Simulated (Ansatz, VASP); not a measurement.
TiTe2 in VASP and in Ansatz

```xyz
3
Lattice="3.7770 0.0000 0.0000 -1.8885 3.2710 0.0000 0.0000 0.0000 6.4980" Properties=species:S:1:pos:R:3 pbc="T T T"
Te    0.0000    2.1807    4.7903
Te    1.8885    1.0903    1.7077
Ti    0.0000    0.0000    0.0000
```

Alike in both runs: functional r2SCAN; k mesh 5 × 5 × 3; occupations fermi-dirac, width 0.05 eV; no spin polarisation.

```csv
,VASP,Ansatz
version,VASP 6.6.1,Ansatz 0.2.0
potentials or method,"VASP PAW PBE potentials, release 64 (Te, Ti_sv)",Ansatz PAW
plane-wave cutoff (eV),520,500
valence electrons in the cell,24,44
task,single point,band structure
```

|  | VASP | Ansatz | Ansatz less VASP |
| --- | --- | --- | --- |
| gap on the k mesh at the Fermi level (eV) | none | none | - |
| pressure (GPa) | 1.1 | 1.0 | -0.10 |
| largest component of the traceless stress (GPa) | 0.16 | 0.14 | -0.014 |
| rms of the force components (eV/Å) | 0.087 | 0.096 | +0.0095 |

Atom by atom the forces differ by 0.010 eV/Å (rms over components). A gap of «none» marks a metal or a gap that the smearing closes. The two sets of potentials don't hold the same shells in valence.

Caveats: the k mesh is coarse (spacing up to 0.38 Å⁻¹), so the values aren't converged; the PAW data sets were made with another functional, which shifts forces and pressure a little (VASP); spin-orbit coupling is left out, which moves the levels of the heavy elements (Ansatz); the PAW data sets come from PBE, with cores solved anew for the run's functional, which leaves a small shift of forces and pressure (Ansatz). The runs have no spin-orbit coupling, so splittings on Te are missing.
